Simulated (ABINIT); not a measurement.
The system is WC (Qusongite).

```
W C
1.0
     2.90650    0.00000    0.00000
    -1.45325    2.51710    0.00000
     0.00000    0.00000    2.83660
W C
1 1
Direct
  0.00000 0.00000 0.00000
  0.66667 0.33333 0.50000
```

| Property | Result |
| --- | --- |
| Program | ABINIT 10.8.3 (patched build) |
| Task | relaxation of cell and atoms |
| Functional | LDA |
| Potentials or basis | PseudoDojo NC SR LDA v0.4.1 standard |
| Cutoff | 1116 eV |
| k mesh | 8 × 8 × 7 |
| Occupations | fermi-dirac, width 0.05 eV |
| Spin | no spin polarisation |

At the start: pressure -10.5 GPa; volume 10.38 Å³/atom.

Question: Where does the relaxation end?

Answer: Over 5 steps the energy falls by 9.0 meV/atom and the volume is 10.11 Å³/atom (-2.5 %); space group P-6m2 (No. 187, to 0.05 Å).

The path:
| step | energy change (eV) | largest force (eV/Å) | pressure (GPa) | volume (Å³) |
| --- | --- | --- | --- | --- |
| 1 | 0.0000 | 0.0000 | -10.50 | 20.75 |
| 2 | -0.0167 | 0.0000 | 2.86 | 20.09 |
| 3 | -0.0179 | 0.0000 | -0.10 | 20.23 |
| 4 | -0.0179 | 0.0000 | -0.01 | 20.22 |
| 5 | -0.0179 | 0.0000 | 0.00 | 20.22 |

Final structure:
```
W C
1.0
     2.88321    0.00000    0.00000
    -1.44161    2.49693    0.00000
     0.00000    0.00000    2.80915
W C
1 1
Direct
  0.00000 0.00000 0.00000
  0.66667 0.33333 0.50000
```
